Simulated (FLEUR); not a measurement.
# SrO (Fm-3m) in FLEUR: a series of runs, part 2 of 2

FLEUR MaX-R8.1 (later development tree). The steps go on from the part before.

## (4) Equation of state, PBE, 16.56 Å³/atom (volume scaled by 0.98)

inp.xml reads:

```xml
<?xml version="1.0" encoding="UTF-8" standalone="no"?>
<fleurInput fleurInputVersion="0.39">
   <comment>
      SrO                                                                                                 
   </comment>
   <calculationSetup>
      <cutoffs Kmax="3.8" Gmax="11.8" GmaxXC="11.8" numbands="0"/>
      <scfLoop itmax="60" minDistance="0.00001" maxIterBroyd="15" imix="Anderson" alpha="0.05" precondParam="0.0" spinf="2.0" sdNocoIR="T"/>
      <coreElectrons ctail="T" frcor="F" kcrel="0" coretail_lmax="0"/>
      <xcFunctional name="pbe" relativisticCorrections="F"/>
      <magnetism jspins="1"/>
      <soc l_soc="F" theta="0.0" phi="0.0" spav="F"/>
      <expertModes spex="0" secvar="F"/>
      <geometryOptimization l_f="F" forcealpha="1.0" forcemix="BFGS" epsdisp="0.0005" epsforce="0.0002"/>
      <ldaU l_linMix="F" mixParam="0.05" spinf="1.0"/>
   </calculationSetup>
   <cell>
      <bzIntegration valenceElectrons="16.0" mode="hist" fermiSmearingEnergy="0.00183747">
         <kPointListSelection listName="default-1"/>
         <!-- k-points included here -->
         <xi:include xmlns:xi="http://www.w3.org/2001/XInclude" href="kpts.xml"> </xi:include>
      </bzIntegration>
      <!-- symmetry operations included here -->
      <xi:include xmlns:xi="http://www.w3.org/2001/XInclude" href="sym.xml"> </xi:include>
      <bulkLattice scale="0.9932883884">
         <bravaisMatrix>
            <row-1>    0.0000000000000000     4.8496041535609802     4.8496041535609802</row-1>
            <row-2>    4.8496041535609802     0.0000000000000000     4.8496041535609802</row-2>
            <row-3>    4.8496041535609802     4.8496041535609802     0.0000000000000000</row-3>
         </bravaisMatrix>
      </bulkLattice>
   </cell>
   <atomSpecies>
      <species name="Strontium (Sr)" element="Sr" atomicNumber="38">
         <mtSphere radius="2.4" gridPoints="819" logIncrement="0.015"/>
         <atomicCutoffs lmax="10" lnonsphr="8"/>
         <electronConfig flipSpins="F">
            <coreConfig>(1s1/2) (2s1/2) (2p1/2) (2p3/2) (3s1/2) (3p1/2) (3p3/2) (3d3/2) (3d5/2)</coreConfig>
            <valenceConfig>(4s1/2) (4p1/2) (4p3/2) (5s1/2)</valenceConfig>
         </electronConfig>
         <energyParameters s="5" p="4" d="4" f="4"/>
         <lo type="SCLO" l="0" n="4" eDeriv="0"/>
         <lo type="HELO" l="1" n="5" eDeriv="0"/>
         <lo type="HELO" l="1" n="5" eDeriv="1"/>
         <lo type="SCLO" l="2" n="4" eDeriv="2"/>
         <lo type="SCLO" l="3" n="4" eDeriv="2"/>
      </species>
      <species name="Oxygen (O)" element="O" atomicNumber="8">
         <mtSphere radius="1.95" gridPoints="665" logIncrement="0.016"/>
         <atomicCutoffs lmax="8" lnonsphr="6"/>
         <electronConfig flipSpins="F">
            <coreConfig>(1s1/2)</coreConfig>
            <valenceConfig>(2s1/2) (2p1/2) (2p3/2)</valenceConfig>
            <stateOccupation state="(2p1/2)" spinUp="0.666667" spinDown="0.666667"/>
            <stateOccupation state="(2p3/2)" spinUp="1.333333" spinDown="1.333333"/>
         </electronConfig>
         <energyParameters s="2" p="2" d="3" f="4"/>
         <lo type="SCLO" l="0" n="2" eDeriv="2"/>
         <lo type="SCLO" l="1" n="2" eDeriv="2"/>
         <lo type="SCLO" l="2" n="3" eDeriv="2"/>
      </species>
   </atomSpecies>
   <atomGroups>
      <atomGroup species="Strontium (Sr)">
         <relPos label="                   1">1.000/2.000 1.000/2.000 1.000/2.000</relPos>
         <force calculate="T" relaxXYZ="TTT"/>
      </atomGroup>
      <atomGroup species="Oxygen (O)">
         <relPos label="                   2">.0000000000 .0000000000 .0000000000</relPos>
         <force calculate="T" relaxXYZ="TTT"/>
      </atomGroup>
   </atomGroups>
   <output dos="F" band="F" slice="F">
      <checks vchk="F" cdinf="F"/>
      <bandDOS minEnergy="-.5*Htr" maxEnergy="0.5*Htr" sigma="0.015" storeEVData="T"/>
      <vacuumDOS vacdos="F" integ="F" star="F" nstars="0" locx1="0.0" locy1="0.0" locx2="0.0" locy2="0.0" nstm="0" tworkf="0.0"/>
      <unfoldingBand unfoldBand="F" supercellX="1" supercellY="1" supercellZ="1"/>
      <plotting iplot="0" polar="F">
         <plot TwoD="T" vec1="  1.0  0.0  0.0" vec2="  0.0  1.0  0.0" vec3="  0.0  0.0  1.0" zero="  0.0  0.0  0.0" file="plot"/>
      </plotting>
      <chargeDensitySlicing numkpt="0" minEigenval="0.0" maxEigenval="0.0" nnne="0" pallst="F"/>
      <specialOutput eonly="F"/>
      <moessbauerParams electricFieldGradient="T" isomerShift="T" coreHyperfine="T" valenceHyperfine="T"/>
      <magneticCircularDichroism mcd="F" energyLo="-10.0" energyUp="0.0"/>
   </output>
  <!-- We include the file relax.xml here to enable relaxations (see documentation) -->
  <xi:include xmlns:xi="http://www.w3.org/2001/XInclude" href="relax.xml"> <xi:fallback/> </xi:include>
</fleurInput>
```

On the command line:

```sh
> inpgen -f crystal.txt -profile fastHighL
> # inp.xml edited to the form shown
> fleur_MPI
```

Run time: 21 s. Hardware: 1 thread of Arm Neoverse V1, shared host; peak memory 0.07 GiB.

It converged, with:

```yaml
Free_energy: -88579.4851 eV
Band_gap_on_the_k_mesh: 3.35 eV, indirect (least direct gap 3.42 eV)
Valence_electrons_inside_the_program's_atomic_spheres: Sr 7.76; O 6.02 (radii Sr 2.4, O 1.95 bohr)
```

Caveat: the plane-wave cutoff is short for the semicore states, which can make moduli rough; an odd mesh through Γ misses points on the zone boundary, where band edges often lie.

## (5) Equation of state, PBE, 16.90 Å³/atom

Edit inp.xml of step 4 so:

```diff
@@ -24,3 +24,3 @@
       <xi:include xmlns:xi="http://www.w3.org/2001/XInclude" href="sym.xml"> </xi:include>
-      <bulkLattice scale="0.9932883884">
+      <bulkLattice scale="1.0000000000">
          <bravaisMatrix>
```

On the command line:

```sh
> inpgen -f crystal.txt -profile fastHighL
> # inp.xml edited to the form shown
> fleur_MPI
```

Run time: 21 s. Hardware: 1 thread of Arm Neoverse V1, shared host; peak memory 0.06 GiB.

It converged, with:

```yaml
Free_energy: -88579.5034 eV
Band_gap_on_the_k_mesh: 3.36 eV, indirect (least direct gap 3.45 eV)
Valence_electrons_inside_the_program's_atomic_spheres: Sr 7.75; O 6.01 (radii Sr 2.4, O 1.95 bohr)
```

Caveat: the plane-wave cutoff is short for the semicore states, which can make moduli rough; an odd mesh through Γ misses points on the zone boundary, where band edges often lie.

## (6) Equation of state, PBE, 17.24 Å³/atom (volume scaled by 1.02)

Edit inp.xml of step 5 so:

```diff
@@ -24,3 +24,3 @@
       <xi:include xmlns:xi="http://www.w3.org/2001/XInclude" href="sym.xml"> </xi:include>
-      <bulkLattice scale="1.0000000000">
+      <bulkLattice scale="1.0066227096">
          <bravaisMatrix>
```

Potentials or basis: all-electron, FLAPW.

On the command line:

```sh
> inpgen -f crystal.txt -profile fastHighL
> # inp.xml edited to the form shown
> fleur_MPI
```

Run time: 21 s. Hardware: 1 thread of Arm Neoverse V1, shared host; peak memory 0.07 GiB.

Results (log left out):

* Free energy: -88579.5134 eV
* Band gap on the k mesh: 3.37 eV, indirect (least direct gap 3.47 eV)
* Valence electrons inside the program's atomic spheres: Sr 7.74; O 5.99 (radii Sr 2.4, O 1.95 bohr)

Caveat: the plane-wave cutoff is short for the semicore states, which can make moduli rough; an odd mesh through Γ misses points on the zone boundary, where band edges often lie.

## (7) Equation of state, PBE, 17.58 Å³/atom (volume scaled by 1.04)

Edit inp.xml of step 6 so:

```diff
@@ -24,3 +24,3 @@
       <xi:include xmlns:xi="http://www.w3.org/2001/XInclude" href="sym.xml"> </xi:include>
-      <bulkLattice scale="1.0066227096">
+      <bulkLattice scale="1.0131594038">
          <bravaisMatrix>
```

On the command line:

```sh
> inpgen -f crystal.txt -profile fastHighL
> # inp.xml edited to the form shown
> fleur_MPI
```

It took 22 s on 1 thread of Arm Neoverse V1, shared host; peak memory 0.07 GiB.

It converged, with:

* Free energy: -88579.5159 eV
* Band gap on the k mesh: 3.38 eV, indirect (least direct gap 3.49 eV)
* Valence electrons inside the program's atomic spheres: Sr 7.73; O 5.98 (radii Sr 2.4, O 1.95 bohr)

Caveat: the plane-wave cutoff is short for the semicore states, which can make moduli rough; an odd mesh through Γ misses points on the zone boundary, where band edges often lie.

## (8) Equation of state, PBE, 17.92 Å³/atom (volume scaled by 1.06)

Edit inp.xml of step 7 so:

```diff
@@ -24,3 +24,3 @@
       <xi:include xmlns:xi="http://www.w3.org/2001/XInclude" href="sym.xml"> </xi:include>
-      <bulkLattice scale="1.0131594038">
+      <bulkLattice scale="1.0196128224">
          <bravaisMatrix>
```

On the command line:

```sh
> inpgen -f crystal.txt -profile fastHighL
> # inp.xml edited to the form shown
> fleur_MPI
```

Run time: 22 s. Hardware: 1 thread of Arm Neoverse V1, shared host; peak memory 0.07 GiB.

It converged, with:

- Free energy: -88579.5110 eV
- Band gap on the k mesh: 3.38 eV, indirect (least direct gap 3.50 eV)
- Valence electrons inside the program's atomic spheres: Sr 7.72; O 5.97 (radii Sr 2.4, O 1.95 bohr)

Caveat: the plane-wave cutoff is short for the semicore states, which can make moduli rough; an odd mesh through Γ misses points on the zone boundary, where band edges often lie.

## (9) Equation of state, PBE

Potentials or basis: all-electron, FLAPW.

This step only gathers the single runs of the series.

What came out:

```
Equilibrium volume : 17.51 Å³/atom
Bulk modulus       : 87 GPa
```

Energy against volume, from the lowest point:
```tsv
volume (Å³/atom)	energy (meV/atom)
15.887	48.20
16.225	29.18
16.563	15.38
16.901	6.25
17.239	1.24
17.577	0.00
17.915	2.44
```

Caveat: the plane-wave cutoff is short for the semicore states, which can make moduli rough. PBE usually gives volumes a little too large and moduli too small.
